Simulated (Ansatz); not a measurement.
Runs of Ansatz 0.2.0 on Ti. The structure is cubic, space group Fm-3m (No. 225). The conventional cell has a = 4.060 Å, b = 4.060 Å, c = 4.060 Å, α = 90.00°, β = 90.00°, γ = 90.00°. Around Ti (site symmetry m-3m) lie 12 Ti at 2.87 Å. This isn't the form of Ti at room conditions, which is hcp.

```csv
level,cutoff (eV),gap on the mesh (eV),pressure (GPa),relaxed volume (Å³/atom)
BLYP,420,none,0.0,(b)
RPBE,420,none,0.0,17.91
r2SCAN,500,none,0.0,17.35
LDA,420,none,0.0,16.00
PBEsol,420,none,0.0,16.65
revPBE,420,none,0.0,(a)
```

Alike in all rows: task relaxation of cell and atoms; potentials or basis Ansatz PAW; no spin polarisation; cell relaxed; k mesh 11 × 11 × 11; smearing fermi-dirac 0.05 eV.

Task: Estimate the missing entries.

Result: (a) 17.75; (b) 17.74.

Caveats: the plane-wave basis is chosen anew once the cell has moved, so the energies of steps on either side of that aren't comparable; the PAW data sets come from PBE, with cores solved anew for the run's functional, which leaves a small shift of forces and pressure.

A gap of «none» marks a metal or a gap under the smearing width.

Runs at the PBE level aren't shown here.
